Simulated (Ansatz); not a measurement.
An Ansatz input:

```yaml
crystal:
  lattice:
    - [2.5420818099, 0.0, 0.0]
    - [0.0, 2.5420818099, 0.0]
    - [0.0, 0.0, 2.5420818099]
  atoms:
    - { symbol: Zn, position: [0.0, 0.0, 0.0] }
hamiltonian:
  xc: rpbe
  pseudopotentials:
    kind: paw
    azcp:
      Zn: "pseudopotentials/Zn.paw.azcp"
basis:
  ecutwfc: 420
  fft_grid_basis: typed
kpoints:
  mp_grid: { grid: [12, 12, 12], shift: [0, 0, 0] }
magnetization:
  spin_polarized: false
scf:
  occupations: { method: fermi_dirac, width: 0.1 }
relax:
  max_steps: 60
  f_tol: 0.01
  cell: {}
```

Output

```
Engine: ansatz 0.2.0, x86_64-unknown-linux-gnu
Pseudopotentials: kind: paw
Pseudopotential: Zn, paw, valence charge 12, recommended cutoff 420 eV (normal) 
Functional definition: RPBE
  parameter kappa = 0.804
  parameter beta = 0.06672455060314922
  exchange = rpbe_x(kappa = kappa, mu = beta*pi^2/3)
  correlation = pbe_c(beta = beta)
Crystal: 1 atoms, lattice volume = 16.427 Å³
Basis set: ecut = 420 eV, 341 PW (Γ), exchange–correlation on 36×36×36 points (8 copies of the dense FFT grid, shifted against one another)
Bands: 10, of which v1, the nominal top of the filled ones, is band 6 counted from 1 (5 counted from 0)
Symmetry: 48 space group operations
Space group: Pm-3m (ITA 221), of the structure as read, at distance tolerance 2.5e-5 Å
k-points: 84 of 1728
Non-local potential: Zn, projectors of the file, l = 0: 2, l = 1: 2, l = 2: 3, l = 3: 1
PAW form: soft (Blöchl's): semilocal exchange-correlation on the pseudo side does not see the compensation charge
PAW frozen core: Zn, regenerated for the run's functional, and the local potential with it (the file was generated under x = pbe(κ = 0.804, μ = 0.2195149727645171), c = pbe(β = 0.06672455060314922))
PAW one-centre angular grid: Zn, 590 points (default); XC on 64 Gauss nodes
Initial density: superposition of atomic densities (neutral atoms: chi_scale 0, normalization atom), corrected by the library's trained network
Initial wavefunctions: pseudopotential atomic-orbital guess
Functional: x = rpbe, c = pbe(β = 0.06672455060314922)
SCF iter   1: F=—  HF=-3324.170764 eV  |F-HF|=—  |Δ(HF+E_count)|=         —  Δρ=8.75e-3  dr2=6.44e-3  ethr=1.77e-3  ⟨swp⟩=5.0  Hψ=5421  notcnv=0
SCF iter   2: F=—  HF=-3324.169348 eV  |F-HF|=—  |Δ(HF+E_count)|=   1.42e-3  Δρ=2.02e-3  dr2=2.92e-4  ethr=5.36e-5  ⟨swp⟩=2.0  Hψ=2271  notcnv=0  defer=5
SCF iter   3: F=—  HF=-3324.168742 eV  |F-HF|=—  |Δ(HF+E_count)|=   6.06e-4  Δρ=5.29e-4  dr2=2.27e-5  ethr=2.43e-6  ⟨swp⟩=2.0  Hψ=1338  notcnv=0  defer=5
SCF iter   4: F=—  HF=-3324.168724 eV  |F-HF|=—  |Δ(HF+E_count)|=   1.85e-5  Δρ=2.21e-4  dr2=3.82e-6  ethr=1.89e-7  ⟨swp⟩=2.0  Hψ=1339  notcnv=0  defer=5
SCF iter   5: F=—  HF=-3324.168725 eV  |F-HF|=—  |Δ(HF+E_count)|=   1.70e-6  Δρ=1.25e-4  dr2=1.40e-6  ethr=3.18e-8  ⟨swp⟩=2.0  Hψ=1341  notcnv=0  defer=5
SCF iter   6: F=—  HF=-3324.168725 eV  |F-HF|=—  |Δ(HF+E_count)|=   3.28e-7  Δρ=5.32e-5  dr2=2.59e-7  ethr=1.17e-8  ⟨swp⟩=2.0  Hψ=1239  notcnv=0  defer=5
SCF iter   7: F=-3324.168725 eV  HF=-3324.168725 eV  |F-HF|=4.65e-9  |Δ(HF+E_count)|=   8.01e-8  Δρ=7.16e-6  dr2=4.71e-9  ethr=8.33e-10  ⟨swp⟩=4.3  Hψ=2704  notcnv=0
SCF 1 converged in 7 iterations: F = -3324.168725 eV  dr2 = 4.71e-9
...
Initial wavefunctions: pseudopotential atomic-orbital guess (no wavefunctions were taken with the density)
iter 1 solved again at ethr=2.89e-6 eV; its pass at ethr=3.10e-3 eV (dr2=3.47e-4 eV) is discarded
SCF iter   1: F=—  HF=-3324.230371 eV  |F-HF|=—  |Δ(HF+E_count)|=         —  Δρ=1.58e-3  dr2=1.36e-5  ethr=2.89e-6  ⟨swp⟩=2.1  Hψ=7278  notcnv=0
SCF iter   2: F=—  HF=-3324.233711 eV  |F-HF|=—  |Δ(HF+E_count)|=   3.34e-3  Δρ=8.28e-4  dr2=8.69e-6  ethr=1.13e-7  ⟨swp⟩=2.0  Hψ=1346  notcnv=0
SCF iter   3: F=—  HF=-3324.234646 eV  |F-HF|=—  |Δ(HF+E_count)|=   9.35e-4  Δρ=2.60e-4  dr2=2.52e-6  ethr=7.25e-8  ⟨swp⟩=2.0  Hψ=1323  notcnv=0
SCF iter   4: F=—  HF=-3324.234723 eV  |F-HF|=—  |Δ(HF+E_count)|=   7.65e-5  Δρ=6.83e-5  dr2=1.11e-7  ethr=2.10e-8  ⟨swp⟩=2.0  Hψ=1299  notcnv=0
SCF iter   5: F=—  HF=-3324.234728 eV  |F-HF|=—  |Δ(HF+E_count)|=   5.84e-6  Δρ=5.28e-6  dr2=3.57e-9  ethr=9.27e-10  ⟨swp⟩=2.4  Hψ=1315  notcnv=0
SCF iter   6: F=—  HF=-3324.234728 eV  |F-HF|=—  |Δ(HF+E_count)|=   2.02e-8  Δρ=1.31e-6  dr2=1.06e-10  ethr=2.97e-11  ⟨swp⟩=1.6  Hψ=1005  notcnv=0
SCF iter   7: F=—  HF=-3324.234728 eV  |F-HF|=—  |Δ(HF+E_count)|=   2.17e-9  Δρ=3.54e-7  dr2=3.62e-11  ethr=1.00e-12  ⟨swp⟩=2.1  Hψ=1326  notcnv=0
SCF iter   8: F=-3324.234728 eV  HF=-3324.234728 eV  |F-HF|=1.36e-12  |Δ(HF+E_count)|=  8.19e-12  Δρ=1.09e-7  dr2=3.46e-12  ethr=1.00e-12  ⟨swp⟩=4.0  Hψ=3434  notcnv=0
SCF 5 converged in 8 iterations: F = -3324.234728 eV  dr2 = 3.46e-12
relax step   5: F+E_penalty+E_count = -3324.23472843 eV  Δ(F+E_penalty+E_count) = -1.424e-3 eV  max|allowed force component| = 0.000e0 eV/Å  Δτ_max = 0.0000 Å  P = -0.033 GPa  Ω = 19.154 Å³  stress off target by 3.34e-2 GPa  SCF on the basis re-selected at this cell (its energy is not comparable with the rows above)  (8 SCF iters)
basis re-selected at this cell: Δ(F+E_penalty+E_count) = -1.424e-3 eV, ΔP = -0.042 GPa vs the last step (what re-selecting the basis moved, of the pressure what is left beyond the Pulay correction that the steps carried, after the strain that the cell walked since its last selection, with what the two solves' SCF thresholds leave and, on support functions, any second-order correction that the steps lacked; it is no measure of the basis error at this ecutwfc). This SCF's stress stands 3.34e-2 GPa from its target on what of the cell is left free (relax.cell.stress_tol is 5.00e-2 GPa) and its largest allowed force component is 0.00e0 eV/Å (relax.f_tol is 1.00e-2 eV/Å): within both
SCF converged after 8 iterations
Free energy (F): -3324.234728 eV
Harris-Foulkes:  -3324.234728 eV  (|F-HF|=1.36e-12)
Internal energy: -3324.220473 eV  (E = F + TS)
E sigma→0 (E₀):  -3324.227601 eV
Entropy (-TS):   -0.014255 eV (-14.255 meV/atom)
Fermi energy:    7.940259 eV
--- Per-component energies (eV) ---
  E_band       = 17.315223
  E_kinetic    = 129.710005
  E_local      = -1715.100622  (includes V_loc(G=0)·N_el)
  E_nonlocal   = 610.924378
  E_hartree    = 717.222537
  E_xc         = -137.139030
  E_vxc        = -50.752092  (∫ρ·V_xc dr)
  E_paw        = -1830.327629  (= ΣΔE_a)
  E_vpaw       = -391.911103  (= ΣTr[D̂ρ^β])
  E_aug_tail   = -0.000356  (compensation charges beyond the density's cutoff)
  E_ewald      = -1099.435761
  E_core_change = -0.073995  (= ΣΔE_core)
  E_smearing   = -0.014255  (= −TS)
  E_closure    = 0.000000  (closes the sum)
  Σ components = -3324.234728   (vs F -3324.234728, Δ=0.00e0)
--- Forces (eV/Å), atoms counted from 1 ---
  atom   1  Zn    -0.00000000     0.00000000     0.00000000
  max |Σ_I F_I| component: 6.16e-32 eV/Å
--- Stress (GPa, compression-positive) ---
       -0.033411       0.000000       0.000000
        0.000000      -0.033411      -0.000000
        0.000000      -0.000000      -0.033411
  P = ⅓ Tr σ = -0.0334 GPa (-0.334 kbar)
--- Relaxed structure (4 steps of the walk, 4 accepted, 1 SCFs on fresh bases) ---
  F+E_penalty+E_count = -3324.23472843 eV   max|allowed force component| = 0.000e0 eV/Å   (the final SCF, on the basis selected at the relaxed cell)
  cell:  # Å, volume = 19.1539 Å³
    - [2.675588431595856, 3.5950692295228405e-33, 6.419766481290785e-35]
    - [3.5950692295228405e-33, 2.675588431595856, -1.0271626370065256e-33]
    - [6.419766481290785e-35, -1.0271626370065256e-33, 2.675588431595856]
  atoms:
    - { symbol: Zn, position: [0.0, 0.0, 0.0] }
```
